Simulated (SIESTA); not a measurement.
The system is Mo.

```
Mo
1.0
    -1.58381    1.58381    1.58381
     1.58381   -1.58381    1.58381
     1.58381    1.58381   -1.58381
Mo
1
Direct
  0.00000 0.00000 0.00000
```

Base run:

* Program: SIESTA 5.4.2
* Functional: LDA
* Potentials or basis: PseudoDojo 0.4 standard (LDA files)
* Basis: DZP (energy shift 0.003 Ry; two zetas on semicore shells)
* Grid cutoff: 800 Ry
* Energy shift: 0.003 Ry
* k mesh: 12 × 12 × 12
* Occupations: fermi-dirac, width 0.05 eV
* Spin: no spin polarisation

Its results: band gap on the k mesh none (metal or under the smearing width); pressure -11.1 GPa.

The run is repeated on the same cell with these changes: functional from LDA to PBEsol; potentials or basis from PseudoDojo 0.4 standard (LDA files) to PseudoDojo 0.4 standard (PBEsol files). What comes out?

Band gap on the k mesh none (metal or under the smearing width); pressure -6.6 GPa.

Caveats: the basis of atomic orbitals isn't converged, which shifts pressures, moduli and gaps.

Not every run made on this cell is shown here.
